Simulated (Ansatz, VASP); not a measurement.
**Na: VASP beside Ansatz**

```xyz
1
Lattice="-2.1104 2.1104 2.1104 2.1104 -2.1104 2.1104 2.1104 2.1104 -2.1104" Properties=species:S:1:pos:R:3 pbc="T T T"
Na    0.0000    0.0000    0.0000
```

Change from the starting cell: volume scaled by 0.99.

Alike in both runs: task single point; functional PBEsol; k mesh 12 × 12 × 12; occupations fermi-dirac, width 0.05 eV; no spin polarisation.

|  | VASP | Ansatz |
| --- | --- | --- |
| version | VASP 6.6.1 | Ansatz 0.2.0 |
| potentials or method | VASP PAW PBE potentials, release 64 (Na_pv), cutoff 520 eV | all-electron LAPW, scalar-relativistic |

```csv
,VASP,Ansatz,Ansatz less VASP
pressure (GPa),-0.3,-0.3,0.00
```

Ansatz ran all-electron here, so the differences hold the error of VASP's frozen core and of both bases.

Caveats: the PAW data sets were made with another functional, which shifts forces and pressure a little (VASP).
